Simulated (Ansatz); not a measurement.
Computed with DFT PBE, scalar-relativistic, plane waves, PAW in Ansatz. Settings: cutoff 420 eV, Γ-centred meshes spaced at most about 0.3 Å⁻¹, and about 0.25 Å⁻¹ or finer for metals (2π included), Gaussian smearing. Spin is collinear.

All energies are static (0 K, no zero-point motion).

Problem. Which of these relaxed structures of Mn3Sn is the lowest in energy?
A. (opposed moments near 3.4 μB) Space group I4/mmm (No. 139), tetragonal, a = 5.295 Å, c = 5.349 Å. Around Mn on a site of symmetry mmm lie 2 Sn at 2.65 Å and 4 Mn at 2.65–2.67 Å; Mn on a site of symmetry 4/mmm is surrounded by 4 Mn at 2.65 Å and 2 Sn at 2.67 Å; Sn is surrounded by 6 Mn at 2.65–2.67 Å.
B. (opposed, unequal moments (Mn +3.1, Mn -1.1 μB)) Space group Fm-3m (No. 225), cubic, a = 6.037 Å. Mn on a site of symmetry m-3m has 8 Mn at 2.61 Å and 6 Sn at 3.02 Å; around Mn on a site of symmetry -43m lie 4 Mn at 2.61 Å, 4 Sn at 2.61 Å and 6 Mn at 3.02 Å; around Sn lie 8 Mn at 2.61 Å and 6 Mn at 3.02 Å.

Solution. B. The other, A, lies 0.65 eV/atom higher. Forms: B BiF3 (D0_3) type, Fm-3m; A I4/mmm. Counting all near atoms (those within 1.25 times the shortest distance at each site; a plus sign parts nearer from farther groups): B has Mn 8+6, Sn 8+6; A has Mn 6, Sn 6. Origin: A, invented; B, reached from a Materials Project cell. Even the lowest of the cells shown lies +0.18 eV/atom against the elements.

Another magnetic order may lie lower. Cells relaxed within their symmetry can be saddle points. Some candidate types were left out of the draw beforehand, so a known form may be missing.
